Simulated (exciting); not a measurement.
In:

```
In
1.0
    -1.88253    1.88253    1.88253
     1.88253   -1.88253    1.88253
     1.88253    1.88253   -1.88253
In
1
Direct
  0.00000 0.00000 0.00000
```

This isn't the form of In at room conditions, which is tetragonal.

* Program: exciting (release sodium)
* Task: single point
* Functional: PBE
* Potentials or basis: all-electron LAPW+lo, shipped species files, valence relativity iora*
* rgkmax: 9
* k mesh: 10 × 10 × 10
* Occupations: fermi-dirac, width 0.05 eV
* Spin: no spin polarisation
* gmaxvr (cutoff of density and potential): 14 1/bohr
* lmaxapw (and lmaxmat): 10
* lmaxvr: 8
* nempty: 8
* Valence relativity: iora*
* epsengy: 1e-05 Ha
* epspot: 1e-05 Ha
* maxscl: 60
* Muffin-tin radii: In 2.3 bohr

On this cell: band gap on the k mesh none (metal or under the smearing width).

The same run follows on a disturbed copy (cell strained at random at fixed volume):

```xyz
1
Lattice="-1.8698 1.8571 1.9139 1.8335 -1.9128 1.9333 1.8585 1.9016 -1.9695" Properties=species:S:1:pos:R:3 pbc="T T T"
In   -0.0011    0.0068   -0.0073
```

Task: What does the disturbed cell give?

Result: The energy (extrapolated to zero smearing) moves by +1.8 meV/atom; band gap on the k mesh none (metal or under the smearing width).

Caveats: the free energy is that total less TS from the occupations.
